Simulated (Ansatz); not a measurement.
The system is InP.

```
CELL_PARAMETERS angstrom
0.00000 2.93050 2.93050
2.93050 0.00000 2.93050
2.93050 2.93050 0.00000
ATOMIC_POSITIONS crystal
In 0.00000 0.00000 0.00000
P 0.75000 0.75000 0.75000
```

Base run:

| Item | Value |
| --- | --- |
| Program | Ansatz 0.2.0 |
| Functional | PBE |
| Potentials or basis | Ansatz PAW |
| Cutoff | 350 eV |
| Density cutoff | 1400 eV |
| k mesh | 8 × 8 × 8 |
| Occupations | fermi-dirac, width 0.05 eV |
| Spin | no spin polarisation |

Its results: band gap on the k mesh 0.72 eV, direct; pressure 3.4 GPa.

Question: The run is repeated on the same cell with these changes: functional from PBE to m-r2SCAN; cutoff from 350 eV to 500 eV (not typed: the program's choice for these potentials). What comes out?

Answer: Band gap on the k mesh 1.16 eV, direct; pressure 1.7 GPa.

m-r2SCAN gives the wider gap, since meta-GGAs in the generalised Kohn-Sham scheme recover part of the derivative discontinuity.

Caveats: spin-orbit coupling is left out, which moves the levels of the heavy elements; the cutoff lies under the one recommended for these potentials (some runs); the PAW data sets come from PBE, with cores solved anew for the run's functional, which leaves a small shift of forces and pressure (some runs).
